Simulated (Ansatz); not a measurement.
# InAs (rocksalt type): the cost of one run

Computed with Ansatz 0.2.0 (DFT LDA, with the methods named in each step, unless a step's input says otherwise).

### 1 The structure to begin with

The structure is cubic, space group Fm-3m (No. 225). The conventional cell has a = 5.468 Å, b = 5.468 Å, c = 5.468 Å, α = 90.00°, β = 90.00°, γ = 90.00°. Around In (site symmetry m-3m) lie 6 As at 2.73 Å. As (site symmetry m-3m) has 6 In at 2.73 Å as nearest neighbours.

Structure file:

```
In As
1.0
     0.00000    2.73389    2.73389
     2.73389    0.00000    2.73389
     2.73389    2.73389    0.00000
In As
1 1
Direct
  0.00000 0.00000 0.00000
  0.50000 0.50000 0.50000
```

Whether this phase is the stable one at these pressures isn't tested.

Atoms are numbered in the order of the input: In1, As2.

### 2 Cell relaxed at zero pressure, PAW

Input file input.yaml:

```yaml
crystal:
  lattice:
    - [0.0, 2.7338947002, 2.7338947002]
    - [2.7338947002, 0.0, 2.7338947002]
    - [2.7338947002, 2.7338947002, 0.0]
  atoms:
    - { symbol: In, position: [0.0, 0.0, 0.0] }
    - { symbol: As, position: [0.5, 0.5, 0.5] }
kpoints:
  mp_grid: { grid: [13, 13, 13] }
scf:
  occupations: { method: fermi_dirac, width: 0.1 }
hamiltonian:
  xc: lda
  pseudopotentials: { kind: paw }
output:
  forces: true
  stress: true
relax:
  f_tol: 0.005
  max_steps: 40
  cell: {}
```

The run is started by

```
$ ansatz run input.yaml --threads 1 --pin off --max-ram 2048MiB --backend cpu --events-out ev --progress --plain --runs-dir out
```

**Question.** How long does this run take on 1 thread of Arm Neoverse V1, shared host, and how much memory does it need?

About 17 s, with a peak of 0.36 GiB.
